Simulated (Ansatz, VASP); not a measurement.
# One calculation of Pt, two programs

```
Pt
1.0
     0.00000    1.95790    1.98727
     1.95790    0.00000    1.98727
     1.95790    1.95790    0.00000
Pt
1
Cartesian
  0.0000 0.0000 0.0000
```

Change from the starting cell: strain +0.000 along x and y, +0.015 along z, atoms carried along.

Alike in both runs: task single point; functional PBEsol; k mesh 20 × 20 × 20; occupations gaussian, width 0.15 eV; no spin polarisation.

```csv
,VASP,Ansatz
version,VASP 6.6.1,Ansatz 0.2.0
potentials or method,"VASP PAW PBE potentials, release 64 (Pt)","scalar-relativistic, plane waves, PAW"
plane-wave cutoff (eV),520,420
valence electrons in the cell,10,18
```

Ansatz gave:

| Property | Result |
| --- | --- |
| gap on the k mesh at the Fermi level (eV) | none |
| pressure (GPa) | -3.5 |
| largest component of the traceless stress (GPa) | 1.04 |

Task: Estimate VASP's values.

Result: gap on the k mesh at the Fermi level (eV): none; pressure (GPa): -4.0; largest component of the traceless stress (GPa): 1.04.

A gap of «none» marks a metal or a gap that the smearing closes. The two sets of potentials don't hold the same shells in valence.

Caveats: the PAW data sets were made with another functional, which shifts forces and pressure a little (VASP). Spin-orbit coupling is left out, which matters for the levels of Pt.
